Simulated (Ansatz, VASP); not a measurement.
HfSi3: VASP beside Ansatz

```
Hf Si
1.0
     3.97405    0.00000    0.00000
     0.00000    3.97405    0.00000
     0.00000    0.00000    3.97405
Hf Si
1 3
Direct
  0.00000 0.00000 0.00000
  0.00000 0.50000 0.50000
  0.50000 0.00000 0.50000
  0.50000 0.50000 0.00000
```

Change from the starting cell: species swapped into the ScPt3 type (Pm-3m, No. 221).

Alike in both runs: functional PBE; k mesh 12 × 12 × 12; occupations gaussian, width 0.1 eV; no spin polarisation.

Ansatz relaxed the structure, and its values are those at the end. VASP's run is a single point on that final structure, the one shown.

|  | VASP | Ansatz |
| --- | --- | --- |
| version | VASP 6.6.1 | Ansatz 0.2.0 |
| potentials or method | VASP PAW PBE potentials, release 64 (Hf_pv, Si) | scalar-relativistic, plane waves, PAW |
| plane-wave cutoff (eV) | 520 | 420 |
| valence electrons in the cell | 22 | 38 |

```tsv
	VASP	Ansatz	Ansatz less VASP
gap on the k mesh at the Fermi level (eV)	none	none	-
pressure (GPa)	-0.2	0.0	+0.25
```

A gap of «none» marks a metal or a gap that the smearing closes. With one functional, cell and mesh, what is left measures potentials, basis and numerics. The two sets of potentials don't hold the same shells in valence.

The runs have no spin-orbit coupling, so splittings on Hf are missing.
